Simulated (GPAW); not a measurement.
Runs of GPAW 26.7.0 on P. It takes space group Cmce (No. 64, orthorhombic). Conventional cell: a = 3.295 Å, b = 10.930 Å, c = 4.544 Å, α = 90.00°, β = 90.00°, γ = 90.00°. P (site symmetry m) is surrounded by 3 P at 2.20 to 2.25 Å. 

| task | level | potentials or basis | cell | k mesh | cutoff (eV) | maxiter | band path | band points | convergence | optimizer | grid spacing | mesh quality | gap on the mesh (eV) | pressure (GPa) | V0 of scaled cells (Å³/atom) | relaxed volume (Å³/atom) | B0 (GPa) | largest force (eV/Å) |
| --- | --- | --- | --- | --- | --- | --- | --- | --- | --- | --- | --- | --- | --- | --- | --- | --- | --- | --- |
| band structure | PBE | SG15 ONCV 1.2, pw | as given | 5 × 5 × 4 | 1100 | 150 | GXSRAZGYX1A1TY,ZT | 100 | - | - | - | coarse | - | 2.2 | - | - | - | 0.35 |
| single point | LDA | the program's PAW data sets (release 1.2.1) made for this functional, pw | as given | 7 × 7 × 5 | 450 | 120 | - | - | default | - | - | not flagged | 0.18 | -1.8 | - | - | - | 0.24 |
| equation of state | vdW-DF-cx | GPAW PAW data sets (gpaw-data 1.2.1), pw | as given | 5 × 5 × 4 | 600 | 150 | - | - | - | - | - | coarse | - | - | (a) | - | 74 | - |
| band structure | C09-vdW | GPAW PAW data sets (gpaw-data 1.2.1), pw | as given | 5 × 5 × 4 | 600 | 150 | GXSRAZGYX1A1TY,ZT | 100 | - | - | - | coarse | - | - | - | - | - | (b) |
| equation of state | LDA | PAW data sets generated in the run's folder for this functional, pw | as given | 5 × 5 × 4 | 600 | 150 | - | - | - | - | - | coarse | - | - | 20.01 | - | 79 | - |
| relaxation of cell and atoms | PBE+D3(BJ) | GPAW PAW data sets (gpaw-data 1.2.1), pw | relaxed | 5 × 5 × 4 | 600 | 150 | - | - | - | LBFGS | - | coarse | none | 0.1 | - | 17.07 | - | 0.01 |
| equation of state | PBE | GPAW PAW data sets (gpaw-data 1.2.1), fd | as given | 5 × 5 × 4 | - | 150 | - | - | - | - | 0.16 Å | coarse | - | - | 21.04 | - | 71 | - |
| relaxation of cell and atoms | PBEsol+D3 | PAW data sets generated in the run's folder for this functional, pw | relaxed | 5 × 5 × 4 | 600 | 150 | - | - | - | BFGS | - | coarse | none | 0.0 | - | 16.53 | - | - |

Alike in all rows: no spin polarisation; smearing fermi-dirac 0.05 eV.

Problem. Fill in the values left out.

Solution. (a) 20.72; (b) 0.53.

Caveats: some runs use coarse meshes; the cell was scaled at fixed shape and fractional positions, which overstates the stiffness of a crystal with free parameters, most of all of layers and chains (some runs); the PAW data sets were made with another functional, which shifts forces and pressure a little (some runs); later steps reuse the first step's grids (some runs); the volume moved by over 15 % at a fixed basis, so the end points are rough (some runs); pairwise dispersion overbinds metals, which lowers pressure and volume (some runs); the cutoff is short for stress and forces, so pressures can be off by a GPa or more (some runs); an odd mesh through Γ misses points on the zone boundary, where band edges often lie (some runs).

A gap of «none» marks a metal or a gap under the smearing width.

Not every run made on this cell is shown here.
